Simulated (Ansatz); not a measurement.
# CuO (Tenorite) (P1) in Ansatz: convergence with k mesh

Aim: find how far k mesh must go before the results for CuO (Tenorite) settle, at r2SCAN. This setting moves, with any that are tied to it; all else stays.

Program: Ansatz 0.2.0. These are calculated values, not measurements. Logs are shortened: lines on timing, memory, paths and dates and some standing lists are left out, and cuts for length are marked.

### 1 The cell of the first run

The typed cell holds 4 atoms: a = 2.900 Å, b = 2.900 Å, c = 5.129 Å, α = 97.69°, β = 97.69°, γ = 72.31°.

The cell isn't the ideal one: atoms moved at random, drawn with an rms of 0.05 Å.

### 2 With k mesh 3 × 3 × 2

File input.yaml:

```yaml
crystal:
  lattice:
    - [2.34185, -1.7113, 0.0]
    - [2.34185, 1.7113, 0.0]
    - [-0.8500274268, 0.0, 5.0578693947]
  atoms:
    - { symbol: Cu, position: [0.506306, -0.008913, 0.500046] }
    - { symbol: Cu, position: [-0.00305, 0.511865, 0.007766] }
    - { symbol: O, position: [0.412581, 0.582175, 0.754304] }
    - { symbol: O, position: [0.579359, 0.409346, 0.251624] }
hamiltonian:
  xc: r2scan
  pseudopotentials: { kind: paw, source: jth }
kpoints:
  mp_grid: { grid: [3, 3, 2] }
scf:
  occupations: { method: methfessel_paxton, width: 0.1 }
output:
  forces: true
  stress: true
  eigenvalues: true
```

Potentials or basis: JTH PAW.

Started as:

```sh
> ansatz run input.yaml --threads 2 --pin off --max-ram 5632MiB --backend cpu --events-out ev --progress --plain --runs-dir out
```

Run time: 18 s. Hardware: 2 threads of Intel Xeon at 2.50GHz (Skylake/Cascade Lake), shared host; peak memory 0.68 GiB.

Results:

```yaml
Free_energy: -14395.7199 eV
Pressure: -0.5 GPa
Largest_force: 0.557 eV/Å
Band_gap_on_the_k_mesh: none (metal or under the smearing width)
```

### 3 With k mesh 4 × 4 × 2

input.yaml, as its differences from that of step 2:

```diff
@@ -14,3 +14,3 @@
 kpoints:
-  mp_grid: { grid: [3, 3, 2] }
+  mp_grid: { grid: [4, 4, 2] }
 scf:
```

Potentials or basis: JTH PAW.

Started as:

```sh
> ansatz run input.yaml --threads 2 --pin off --max-ram 5632MiB --backend cpu --events-out ev --progress --plain --runs-dir out
```

Run time: 26 s. Hardware: 2 threads of Intel Xeon at 2.50GHz (Skylake/Cascade Lake), shared host; peak memory 0.7 GiB.

Results:

| Quantity | Value |
| --- | --- |
| Free energy | -14395.6929 eV |
| Pressure | -0.6 GPa |
| Largest force | 0.439 eV/Å |
| Band gap on the k mesh | none (metal or under the smearing width) |

### 4 With k mesh 5 × 5 × 3

input.yaml, as its differences from that of step 3:

```diff
@@ -14,3 +14,3 @@
 kpoints:
-  mp_grid: { grid: [4, 4, 2] }
+  mp_grid: { grid: [5, 5, 3] }
 scf:
```

Started as:

```sh
> ansatz run input.yaml --threads 2 --pin off --max-ram 5632MiB --backend cpu --events-out ev --progress --plain --runs-dir out
```

Wall time 40 s (2 threads of Intel Xeon at 2.50GHz (Skylake/Cascade Lake), shared host); peak memory 0.75 GiB.

Results:

```
Free energy            : -14395.6504 eV
Pressure               : -0.4 GPa
Largest force          : 0.443 eV/Å
Band gap on the k mesh : none (metal or under the smearing width)
```

### 5 With k mesh 6 × 6 × 3

input.yaml, as its differences from that of step 4:

```diff
@@ -14,3 +14,3 @@
 kpoints:
-  mp_grid: { grid: [5, 5, 3] }
+  mp_grid: { grid: [6, 6, 3] }
 scf:
```

Started as:

```sh
> ansatz run input.yaml --threads 2 --pin off --max-ram 5632MiB --backend cpu --events-out ev --progress --plain --runs-dir out
```

Run time: 57 s. Hardware: 2 threads of Intel Xeon at 2.50GHz (Skylake/Cascade Lake), shared host; peak memory 0.8 GiB.

Results:

```
Free energy            : -14395.6389 eV
Pressure               : -0.3 GPa
Largest force          : 0.425 eV/Å
Band gap on the k mesh : none (metal or under the smearing width)
```

### 6 With k mesh 7 × 7 × 4

input.yaml, as its differences from that of step 5:

```diff
@@ -14,3 +14,3 @@
 kpoints:
-  mp_grid: { grid: [6, 6, 3] }
+  mp_grid: { grid: [7, 7, 4] }
 scf:
```

Potentials or basis: JTH PAW.

Started as:

```sh
> ansatz run input.yaml --threads 2 --pin off --max-ram 5632MiB --backend cpu --events-out ev --progress --plain --runs-dir out
```

Run time: 93 s. Hardware: 2 threads of Intel Xeon at 2.50GHz (Skylake/Cascade Lake), shared host; peak memory 0.97 GiB.

It converged, with:

```
Free energy            : -14395.6555 eV
Pressure               : -0.3 GPa
Largest force          : 0.441 eV/Å
Band gap on the k mesh : none (metal or under the smearing width)
```

### 7 With k mesh 9 × 9 × 5

input.yaml, as its differences from that of step 6:

```diff
@@ -14,3 +14,3 @@
 kpoints:
-  mp_grid: { grid: [7, 7, 4] }
+  mp_grid: { grid: [9, 9, 5] }
 scf:
```

Started as:

```sh
> ansatz run input.yaml --threads 2 --pin off --max-ram 5632MiB --backend cpu --events-out ev --progress --plain --runs-dir out
```

Run time: 2.9 min. Hardware: 2 threads of Intel Xeon at 2.50GHz (Skylake/Cascade Lake), shared host; peak memory 1.4 GiB.

It converged, with:

```
Free energy            : -14395.6570 eV
Pressure               : -0.4 GPa
Largest force          : 0.443 eV/Å
Band gap on the k mesh : none (metal or under the smearing width)
```

### 8 With k mesh 11 × 11 × 6

input.yaml, as its differences from that of step 7:

```diff
@@ -14,3 +14,3 @@
 kpoints:
-  mp_grid: { grid: [9, 9, 5] }
+  mp_grid: { grid: [11, 11, 6] }
 scf:
```

Started as:

```sh
> ansatz run input.yaml --threads 2 --pin off --max-ram 5632MiB --backend cpu --events-out ev --progress --plain --runs-dir out
```

It took 5 min on 2 threads of Intel Xeon at 2.50GHz (Skylake/Cascade Lake), shared host; peak memory 2 GiB.

Results (log left out):

- Free energy: -14395.6562 eV
- Pressure: -0.4 GPa
- Largest force: 0.442 eV/Å
- Band gap on the k mesh: none (metal or under the smearing width)

### 9 With k mesh 13 × 13 × 7

input.yaml, as its differences from that of step 8:

```diff
@@ -14,3 +14,3 @@
 kpoints:
-  mp_grid: { grid: [11, 11, 6] }
+  mp_grid: { grid: [13, 13, 7] }
 scf:
```

Potentials or basis: JTH PAW.

Started as:

```sh
> ansatz run input.yaml --threads 2 --pin off --max-ram 5632MiB --backend cpu --events-out ev --progress --plain --runs-dir out
```

It took 7.9 min on 2 threads of Intel Xeon at 2.50GHz (Skylake/Cascade Lake), shared host; peak memory 2.9 GiB.

It converged, with:

```yaml
Free_energy: -14395.6578 eV
Pressure: -0.4 GPa
Largest_force: 0.442 eV/Å
Band_gap_on_the_k_mesh: none (metal or under the smearing width)
```

### 10 With k mesh 16 × 16 × 9

input.yaml, as its differences from that of step 9:

```diff
@@ -14,3 +14,3 @@
 kpoints:
-  mp_grid: { grid: [13, 13, 7] }
+  mp_grid: { grid: [16, 16, 9] }
 scf:
```

Potentials or basis: JTH PAW.

Started as:

```sh
> ansatz run input.yaml --threads 2 --pin off --max-ram 5632MiB --backend cpu --events-out ev --progress --plain --runs-dir out
```

What it wrote:

```text
Warning: the checks of this Cu dataset prove no rule for summing its radial tables, as where they were carried onto another mesh than they were made on, and Gregory's rule is taken, under which a leading mesh point left out moves its sums only by what lay on the interval it spanned. That does not make them correct, and they differ from Quantum ESPRESSO's on this file; a re-export a fraction of a mesh step off can move them. hamiltonian.pseudopotentials.radial_quadrature: simpson_from_first_knot sums it by `pw.x`'s rule; on a PAW file no value gives `pw.x`'s numbers. What more to know: hamiltonian.pseudopotentials.radial_quadrature, in the input reference
Warning: the checks of this O dataset prove no rule for summing its radial tables, as where they were carried onto another mesh than they were made on, and Gregory's rule is taken, under which a leading mesh point left out moves its sums only by what lay on the interval it spanned. That does not make them correct, and they differ from Quantum ESPRESSO's on this file; a re-export a fraction of a mesh step off can move them. hamiltonian.pseudopotentials.radial_quadrature: simpson_from_first_knot sums it by `pw.x`'s rule; on a PAW file no value gives `pw.x`'s numbers. What more to know: hamiltonian.pseudopotentials.radial_quadrature, in the input reference
Warning: RAYON_NUM_THREADS=2 ignored (pool sized by the plan → 2); use --threads N
Engine: ansatz 0.2.0, x86_64-unknown-linux-gnu
Pseudopotentials: kind: paw
Pseudopotential: Cu, paw, valence charge 19, recommended cutoff 1350 eV (normal), Cu.paw.azcp
Pseudopotential: O, paw, valence charge 6, recommended cutoff 1380 eV (normal), O.paw.azcp
Functional definition: r2SCAN
  parameter k0 = 0.174
  parameter k1 = 0.065
  parameter a1 = 4.9479
  exchange = r2scan_x(k0 = k0, k1 = k1, a1 = a1)
  correlation = r2scan_c
Crystal: 4 atoms, lattice volume = 40.540 Å³
Basis set: ecut = 1380 eV, 4719 PW (Γ), exchange–correlation on 144×144×256 points (64 copies of the dense FFT grid, shifted against one another)
Bands: 30, of which v1, the nominal top of the filled ones, is band 25 counted from 1 (24 counted from 0)
Symmetry: 1 space group operations
Space group: P1 (ITA 1), of the structure as read, at distance tolerance 3.4e-5 Å
k-points: 1154 of 2304 (time reversal used)
Non-local potential: Cu, projectors of the file, l = 0: 2, l = 1: 2, l = 2: 2
[... 37 lines left out ...]
  E_hartree    = 2842.363994
  E_xc         = -296.348354
  E_vxc        = -432.578796  (∫ρ·V_xc dr)
  E_paw        = -2235.523298  (= ΣΔE_a)
  E_vpaw       = 1829.260258  (= ΣTr[D̂ρ^β])
  E_aug_tail   = 0.000078  (compensation charges beyond the density's cutoff)
  E_vtau       = 30.006549  (kinetic-family band-sum trace: ∫τ·v_τ [+ j·A + Jᵃ·Aᵃ] dr)
  E_ewald      = -6765.056358
  E_core_change = -0.662523  (= ΣΔE_core)
  E_smearing   = -0.000367  (= −TS)
  E_closure    = 0.000000  (closes the sum)
  Σ components = -14395.656930   (vs F -14395.656930, Δ=0.00e0)
--- Forces (eV/Å), atoms counted from 1 ---
  atom   1  Cu    -0.04244970     0.14912051     0.41390644
  atom   2  Cu    -0.19141547     0.01271480    -0.36438514
  atom   3  O      0.09138225    -0.38587217    -0.10576465
  atom   4  O      0.14248413     0.22404487     0.05625446
  max |Σ_I F_I| component: 1.11e-5 eV/Å
--- Stress (GPa, compression-positive) ---
       -0.535999      -0.158859      -1.086870
       -0.158855       0.998836      -0.491132
       -1.086869      -0.491126      -1.589960
  P = ⅓ Tr σ = -0.3757 GPa (-3.757 kbar)
--- Band table (eV; the first three rows and the last of 1154) ---
  k-point 0: bands = ["-102.6900", "-102.6566", "-58.6718", "-58.6474", "-58.6315", "-58.6086", "-58.2390", "-58.2200", "-7.2822", "-5.9854", "5.4325", "8.0589", "8.4384", "10.3692", "10.4366", "10.5162", "10.6796", "10.7022", "10.9246", "11.0416", "11.3124", "11.4548", "11.5266", "11.9904", "14.0343", "14.8165", "15.8483", "20.3254", "22.5491", "27.8011"]
  k-point 1: bands = ["-102.6900", "-102.6566", "-58.6718", "-58.6473", "-58.6315", "-58.6086", "-58.2390", "-58.2200", "-7.2503", "-6.0307", "5.5507", "8.0853", "8.4503", "10.1326", "10.2477", "10.3219", "10.6835", "10.8337", "11.0270", "11.0891", "11.3617", "11.4846", "11.6068", "11.9572", "14.0260", "14.7669", "16.0293", "20.1112", "22.8485", "27.8140"]
  k-point 2: bands = ["-102.6900", "-102.6566", "-58.6718", "-58.6472", "-58.6315", "-58.6088", "-58.2390", "-58.2200", "-7.1574", "-6.1572", "5.8939", "8.1610", "8.4778", "9.5577", "9.9552", "9.9883", "10.7761", "10.9365", "11.1222", "11.1715", "11.3805", "11.5987", "11.8401", "11.8837", "13.9974", "14.6269", "16.5017", "19.6375", "23.5653", "27.8168"]
  k-point 1153: bands = ["-102.6887", "-102.6554", "-58.6845", "-58.6461", "-58.6449", "-58.6074", "-58.2471", "-58.2282", "-5.9923", "-5.7412", "6.8154", "7.1933", "7.9259", "7.9940", "8.4776", "8.7434", "10.8806", "11.0634", "11.3277", "11.3728", "11.9912", "12.0026", "12.3507", "12.4396", "13.2854", "13.6832", "19.1021", "19.7966", "23.1925", "23.6528"]
```

Wall time 16 min (2 threads of Intel Xeon at 2.50GHz (Skylake/Cascade Lake), shared host); peak memory 5.1 GiB.

What came out:

```
Free energy            : -14395.6569 eV
Pressure               : -0.4 GPa
Largest force          : 0.442 eV/Å
Band gap on the k mesh : none (metal or under the smearing width)
```

### 11 Result

```
     k mesh  energy less the tightest run, at zero smearing (meV/atom)  pressure (GPa)  largest force (eV/Å)  SCF cycles  CPU time (s)  peak memory (GiB)
  3 × 3 × 2                                                     -15.30           -0.52                 0.557          12            34               0.68
  4 × 4 × 2                                                      -9.03           -0.58                 0.439          12            50                0.7
  5 × 5 × 3                                                       1.72           -0.37                 0.443          11            77               0.75
  6 × 6 × 3                                                       4.45           -0.31                 0.425          12           110                0.8
  7 × 7 × 4                                                       0.48           -0.35                 0.441          11           180               0.97
  9 × 9 × 5                                                      -0.04           -0.39                 0.443          11           330                1.4
11 × 11 × 6                                                       0.21           -0.37                 0.442          11           590                  2
13 × 13 × 7                                                      -0.25           -0.39                 0.442          11           930                2.9
16 × 16 × 9                                                       0.00           -0.38                 0.442          11          1800                5.1
```

Against the tightest run, the energy stays within 1 meV/atom from 7 × 7 × 4 on; the pressure stays within 0.1 GPa from 5 × 5 × 3 on; the largest force stays within 0.005 eV/Å from 7 × 7 × 4 on. Meshes of other sizes hit other points, so gaps and Fermi surfaces needn't settle smoothly. The tightest run that finished is the yardstick and may itself not be fully converged.

Caveats: the run has no spin polarisation, though such a crystal can be magnetic; semilocal functionals often make such compounds metallic where correlation or magnetic order opens a gap, which also shifts bond lengths.
